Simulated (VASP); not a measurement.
# Si2W (I4/mmm) in VASP: a series of runs

One crystal, Si2W, is run at these levels: PBE; tasks: relaxation of cell and atoms.

Everything below comes from runs of VASP 6.6.1. Logs are shortened: lines on timing, memory, paths and dates and some standing lists are left out, and cuts for length are marked.

### Step 1. The crystal as given

Symmetry: I4/mmm, No. 139, tetragonal system. The conventional cell has a = 3.214 Å, b = 3.214 Å, c = 7.830 Å, α = 90.00°, β = 90.00°, γ = 90.00°. Around Si (site symmetry 4mm) lie 5 Si at 2.59 to 2.63 Å and 5 W at 2.62 Å. W (site symmetry 4/mmm) has 10 Si at 2.62 Å as nearest neighbours.

### Step 2. Relaxation of cell and atoms, PBE

INCAR reads:

```
SYSTEM = Si2W
PREC = Accurate
ENCUT = 520
EDIFF = 1E-6
ISMEAR = 0
SIGMA = 0.1
LREAL = .FALSE.
LASPH = .TRUE.
NELM = 120
ALGO = Normal
ISIF = 3
LWAVE = .FALSE.
LCHARG = .FALSE.
GGA = PE
IBRION = 2
NSW = 90
EDIFFG = -0.01
```

KPOINTS reads:

```
Automatic mesh
0
G
  15 15 15
  0 0 0
```

POSCAR reads:

```
Si2W
1.0
   -1.6069000000      1.6069000000      3.9149500000
    1.6069000000     -1.6069000000      3.9149500000
    1.6069000000      1.6069000000     -3.9149500000
Si W
2 1
Direct
    0.3347000000      0.3347000000      0.0000000000
    0.6653000000      0.6653000000      0.0000000000
    0.0000000000      0.0000000000      0.0000000000
```

Potentials or basis: VASP PAW PBE potentials, release 64 (Si, W_sv).

Command:

```bash
$ cat potpaw_PBE.64/Si/POTCAR potpaw_PBE.64/W_sv/POTCAR > POTCAR
$ mpirun -np 1 vasp_std > vasp.out
```

OUTCAR:

```text
SYSTEM = Si2W
   PREC = Accurate
   ENCUT = 520
   EDIFF = 1E-6
   ISMEAR = 0
   LREAL = .FALSE.
   LASPH = .TRUE.
   NELM = 120
   ISIF = 3
   GGA = PE
   IBRION = 2
   NSW = 90
   EDIFFG = -0.01

 ion  position               nearest neighbor table
   1  0.335  0.335  0.000-   2 2.59   3 2.62   3 2.62   3 2.62   3 2.62   3 2.62   2 2.63   2 2.63
                             2 2.63   2 2.63
   2  0.665  0.665  0.000-   1 2.59   3 2.62   3 2.62   3 2.62   3 2.62   3 2.62   1 2.63   1 2.63
                             1 2.63   1 2.63
   3  0.000  0.000  0.000-   2 2.62   2 2.62   2 2.62   1 2.62   2 2.62   1 2.62   1 2.62   1 2.62
                             1 2.62   2 2.62

  LATTYP: Found a body centered tetragonal cell.
 ALAT       =     3.2138000000
 C/A-ratio  =     2.4363370465

  Lattice vectors:

 A1 = (  -1.6069000000,   1.6069000000,   3.9149500000)
 A2 = (   1.6069000000,  -1.6069000000,   3.9149500000)
 A3 = (   1.6069000000,   1.6069000000,  -3.9149500000)

Analysis of symmetry for initial positions (statically):
=====================================================================
 Subroutine PRICEL returns:
 Original cell was already a primitive cell.

 Routine SETGRP: Setting up the symmetry group for a
 body centered tetragonal supercell.

 Subroutine GETGRP returns: Found 16 space group operations
 (whereof 16 operations were pure point group operations)
 out of a pool of 16 trial point group operations.

The static configuration has the point symmetry D_4h.

Analysis of symmetry for dynamics (positions and initial velocities):
=====================================================================
 Subroutine PRICEL returns:
 Original cell was already a primitive cell.

 Routine SETGRP: Setting up the symmetry group for a
 body centered tetragonal supercell.

 Subroutine GETGRP returns: Found 16 space group operations
 (whereof 16 operations were pure point group operations)
 out of a pool of 16 trial point group operations.

The dynamic configuration has the point symmetry D_4h.

 Subroutine INISYM returns: Found 16 space group operations
 (whereof 16 operations are pure point group operations),
 and found     1 'primitive' translations

----------------------------------------------------------------------------------------

                                     Primitive cell

  volume of cell :      40.4356

  direct lattice vectors                    reciprocal lattice vectors
    -1.606900000  1.606900000  3.914950000     0.000000000  0.311158131  0.127715552
     1.606900000 -1.606900000  3.914950000     0.311158131  0.000000000  0.127715552
     1.606900000  1.606900000 -3.914950000     0.311158131  0.311158131  0.000000000

  length of vectors
     4.526708376  4.526708376  4.526708376     0.336348992  0.336348992  0.440044048

  position of ions in fractional coordinates (direct lattice)
     0.334700000  0.334700000  0.000000000
     0.665300000  0.665300000  0.000000000
     0.000000000  0.000000000  0.000000000

  ion indices of the primitive-cell ions
   primitive index   ion index
                 1           1
                 2           2
                 3           3

----------------------------------------------------------------------------------------

 KPOINTS: Automatic mesh

Automatic generation of k-mesh.
 Grid dimensions read from file:
 generate k-points for:   15   15   15

 Generating k-lattice:

  Cartesian coordinates                     Fractional coordinates (reciprocal lattice)
     0.000000000  0.020743875  0.008514370     0.066666667  0.000000000  0.000000000
     0.020743875  0.000000000  0.008514370     0.000000000  0.066666667  0.000000000
     0.020743875  0.020743875  0.000000000     0.000000000  0.000000000  0.066666667

  Length of vectors
     0.022423266  0.022423266  0.029336270

  Shift w.r.t. Gamma in fractional coordinates (k-lattice)
     0.000000000  0.000000000  0.000000000

 Subroutine IBZKPT returns following result:
 ===========================================

 Found    288 irreducible k-points:

 Following reciprocal coordinates:
            Coordinates               Weight
  0.000000  0.000000  0.000000      1.000000
  0.066667 -0.000000  0.000000      8.000000
  0.133333 -0.000000  0.000000      8.000000
  0.200000  0.000000  0.000000      8.000000
  0.266667 -0.000000  0.000000      8.000000
  0.333333 -0.000000  0.000000      8.000000
[... 16 lines left out ...]
  0.133333  0.133333  0.000000      8.000000
  0.200000  0.133333  0.000000     16.000000
 [... further k-points ...]
   k-points           NKPTS =    288   k-points in BZ     NKDIM =    288   number of bands    NBANDS=     15
   number of dos      NEDOS =    301   number of ions     NIONS =      3
   total plane-waves  NPLWV =  46656
   dimension x,y,z NGX =    36 NGY =   36 NGZ =   36
   dimension x,y,z NGXF=    72 NGYF=   72 NGZF=   72
   ions per type =               2   1
   NGX,Y,Z   is equivalent  to a cutoff of  13.22, 13.22, 13.22 a.u.
   NGXF,Y,Z  is equivalent  to a cutoff of  26.44, 26.44, 26.44 a.u.
 SYSTEM =  Si2W
   PREC   = accura    normal or accurate (medium, high low for compatibility)
   ISTART =      0    job   : 0-new  1-cont  2-samecut
   ICHARG =      2    charge: 1-file 2-atom 10-const
   ISPIN  =      1    spin polarized calculation?
   LNONCOLLINEAR =      F non collinear calculations
   LSORBIT =      F    spin-orbit coupling
   LASPH  =      T    aspherical Exc in radial PAW
   ENCUT  =  520.0 eV  38.22 Ry    6.18 a.u.   8.42  8.42  8.42*2*pi/ulx,y,z
   NELM   =    120;   NELMIN=  2; NELMDL= -5     # of ELM steps
   EDIFF  = 0.1E-05   stopping-criterion for ELM
   LREAL  =      F    real-space projection
   EDIFFG = -.1E-01   stopping-criterion for IOM
   NSW    =     90    number of steps for IOM
   IBRION =      2    ionic relax: 0-MD 1-quasi-New 2-CG
   NFREE  =      1    steps in history (QN), initial steepest desc. (CG)
   ISIF   =      3    stress and relaxation
   ISYM   =      2    0-nonsym 1-usesym 2-fastsym
   POTIM  = 0.5000    time-step for ionic-motion
   TEBEG  =    0.0;   TEEND  =   0.0 temperature during run
   PSTRESS=    0.0 pullay stress
   NELECT =      22.0000    total number of electrons
   NUPDOWN=      -1.0000    fix difference up-down
   EMIN   =  10.00;   EMAX   =-10.00  energy-range for DOS
   EFERMI =   0.00;   METHOD = LEGACY
   ISMEAR =     0;   SIGMA  =   0.10  broadening in eV -4-tet -1-fermi 0-gaus
   EFERMI_NEDOS =   21; number of points for ismear=-14 and -15
   IALGO  =     38    algorithm
   IMIX   =      4    mixing-type and parameters
     AMIX     =   0.40;   BMIX     =  1.00
     AMIX_MAG =   1.60;   BMIX_MAG =  1.00
  volume/ion in A,a.u.               =      13.48        90.96
  Fermi-wavevector in a.u.,A,eV,Ry     =   1.336476  2.525573 24.302284  1.786167
  Thomas-Fermi vector in A             =   2.465099
   LORBIT       =      0    0 simple, 1 ext, 2 COOP (PROOUT), +10 PAW based schemes
   GGA     = PE    functional components
   LHFCALC =     F    Hartree Fock is set to
   AEXX    =    0.0000 exact exchange contribution
   IVDW    =     0    specifies the selected vdW correction
   LEPSILON=     F    determine dielectric tensor
   LRPA    =     F    only Hartree local field effects (RPA)
 conjugate gradient relaxation of ions
 non-spin polarized calculation
 Gauss-broadening in eV      SIGMA  =   0.10
  energy-cutoff  :      520.00
  volume of cell :       40.44
 maximum number of plane-waves:      1118
 NGX is ok and might be reduce to    36
   NGX = 17   NGY = 17   NGZ = 17

--------------------------------------- Ionic step        1  -------------------------------------------

 number of electron      21.9999999 magnetization

 Free energy of the ion-electron system (eV)
  ---------------------------------------------------
  ext. energy  EPLUGINS =         0.00000000
  ---------------------------------------------------
  free energy    TOTEN  =       -24.80888651 eV

  energy without entropy =      -24.80760284  energy(sigma->0) =      -24.80824468

------------------------ aborting loop because EDIFF is reached ----------------------------------------

  FORCE on cell =-STRESS in cart. coord.  units (eV):
  Direction    XX          YY          ZZ          XY          YZ          ZX
  --------------------------------------------------------------------------------------
  -------------------------------------------------------------------------------------
  Total        0.8185142      0.8185142      0.9025851      0.0000000     -0.0000000     -0.0000000
  in kB       32.4319354     32.4319354     35.7630716      0.0000000     -0.0000000     -0.0000000
  external PRESSURE =      33.5423141 kB  Pullay stress =       0.0000000 kB

 VOLUME and BASIS-vectors are now :
 -----------------------------------------------------------------------------
  energy-cutoff  :      520.00
  volume of cell :       40.44
      direct lattice vectors                 reciprocal lattice vectors
    -1.606900000  1.606900000  3.914950000     0.000000000  0.311158131  0.127715552
     1.606900000 -1.606900000  3.914950000     0.311158131  0.000000000  0.127715552
     1.606900000  1.606900000 -3.914950000     0.311158131  0.311158131  0.000000000
[... 149 lines left out ...]
 POSITION                                       TOTAL-FORCE (eV/Angst)
 -----------------------------------------------------------------------------------
      0.00000      0.00000      2.63129        -0.000000     -0.000000     -0.000355
      0.00000      0.00000      5.23350         0.000000      0.000000      0.000355
      0.00000      0.00000      0.00000        -0.000000     -0.000000     -0.000000
 -----------------------------------------------------------------------------------
    total drift:                                0.000000      0.000000     -0.000000

  FREE ENERGIE OF THE ION-ELECTRON SYSTEM (eV)
  ---------------------------------------------------
  free  energy   TOTEN  =       -24.8151254714 eV

  energy  without entropy=      -24.8138212789  energy(sigma->0) =      -24.81447338

--------------------------------------- Ionic step        6  -------------------------------------------

 number of electron      22.0000000 magnetization

 Free energy of the ion-electron system (eV)
  ---------------------------------------------------
  ext. energy  EPLUGINS =         0.00000000
  ---------------------------------------------------
  free energy    TOTEN  =       -24.81512841 eV

  energy without entropy =      -24.81381924  energy(sigma->0) =      -24.81447383

 E-fermi :  11.7500     XC(G=0): -12.4598

 val. band max:       11.7376233544   @ k =  -0.2667  -0.2667   0.2000
 cond. band min:      11.7855200732   @ k =  -0.4000   0.4000   0.4000
 fundamental gap:      0.0478967188
 Fermi energy:        11.7499964154

 k-point     1 :       0.0000    0.0000    0.0000
  band No.  band energies     occupation
      1     -62.1305      2.00000
      2     -26.3773      2.00000
      3     -26.3640      2.00000
      4     -26.3640      2.00000
      5      -2.2045      2.00000
      6       4.9975      2.00000
      7       7.9986      2.00000
      8       8.5066      2.00000
      9       8.9475      2.00000
     10       8.9475      2.00000
     11      12.3558      0.00000
     12      14.3994      0.00000
     13      14.7340      0.00000
     14      14.7847      0.00000
     15      14.7847      0.00000
[... 397 lines left out ...]
 k-point    24 :       0.2000    0.1333    0.0000
  band No.  band energies     occupation
      1     -62.1270      2.00000
      2     -26.4319      2.00000
      3     -26.3912      2.00000
      4     -26.3704      2.00000
      5      -1.0164      2.00000
      6       4.4187      2.00000
      7       7.0759      2.00000
      8       8.2410      2.00000
      9       8.7157      2.00000
     10       9.1310      2.00000
     11      10.2091      2.00000
     12      13.8422      0.00000
     13      14.1959      0.00000
     14      15.3567      0.00000
     15      16.5476      0.00000

 [... further k-points ...]

------------------------ aborting loop because EDIFF is reached ----------------------------------------

  FORCE on cell =-STRESS in cart. coord.  units (eV):
  Direction    XX          YY          ZZ          XY          YZ          ZX
  --------------------------------------------------------------------------------------
  -------------------------------------------------------------------------------------
  Total        0.0101286      0.0101286      0.0195400      0.0000000      0.0000000     -0.0000000
  in kB        0.3955727      0.3955727      0.7631394      0.0000000      0.0000000     -0.0000000
  external PRESSURE =       0.5180949 kB  Pullay stress =       0.0000000 kB

 VOLUME and BASIS-vectors are now :
 -----------------------------------------------------------------------------
  energy-cutoff  :      520.00
  volume of cell :       41.02
      direct lattice vectors                 reciprocal lattice vectors
    -1.614815152  1.614815152  3.933023506     0.000000000  0.309632963  0.127128658
     1.614815152 -1.614815152  3.933023506     0.309632963  0.000000000  0.127128658
     1.614815152  1.614815152 -3.933023506     0.309632963  0.309632963  0.000000000

 POSITION                                       TOTAL-FORCE (eV/Angst)
 -----------------------------------------------------------------------------------
      0.00000      0.00000      2.63171         0.000000      0.000000     -0.000411
      0.00000      0.00000      5.23434        -0.000000     -0.000000      0.000411
      0.00000      0.00000      0.00000        -0.000000     -0.000000     -0.000000
 -----------------------------------------------------------------------------------
    total drift:                               -0.000000     -0.000000      0.000000

  FREE ENERGIE OF THE ION-ELECTRON SYSTEM (eV)
  ---------------------------------------------------
  free  energy   TOTEN  =       -24.8151284133 eV

  energy  without entropy=      -24.8138192378  energy(sigma->0) =      -24.81447383

 reached required accuracy - stopping structural energy minimisation
```

Run time: 5.8 min. Hardware: 1 thread of AMD EPYC 9R45 (Zen 5), shared host; peak memory 0.32 GiB.

Results:

* Free energy: -24.8151 eV
* Relaxed volume: 13.67 Å³/atom
* Relaxed cell: a = 4.548 Å, b = 4.548 Å, c = 4.548 Å, α = 138.41°, β = 138.41°, γ = 60.28°
* Space group after relaxing (to 0.05 Å): I4/mmm (No. 139)
* Energy gained by relaxing: 2.1 meV/atom
* Ionic steps: 6
* Pressure after relaxing: 0.1 GPa
* Band gap on the k mesh: none (metal or under the smearing width)

Step by step:
```csv
step,energy change (eV),largest force (eV/Å),pressure (GPa),volume (Å³)
1,0.0000,0.0609,3.35,40.44
2,0.0130,0.1009,-5.46,42.11
3,-0.0062,0.0008,-0.01,41.03
4,-0.0062,0.0004,0.05,41.02
5,-0.0062,0.0004,0.06,41.02
6,-0.0062,0.0004,0.05,41.02
```

Final structure:
```xyz
3
Lattice="-1.6148 1.6148 3.9330 1.6148 -1.6148 3.9330 1.6148 1.6148 -3.9330" Properties=species:S:1:pos:R:3 pbc="T T T"
Si    0.0000    0.0000    2.6317
Si    0.0000    0.0000    5.2343
W     0.0000    0.0000    0.0000
```

(Part 1 of 2 ends here.)
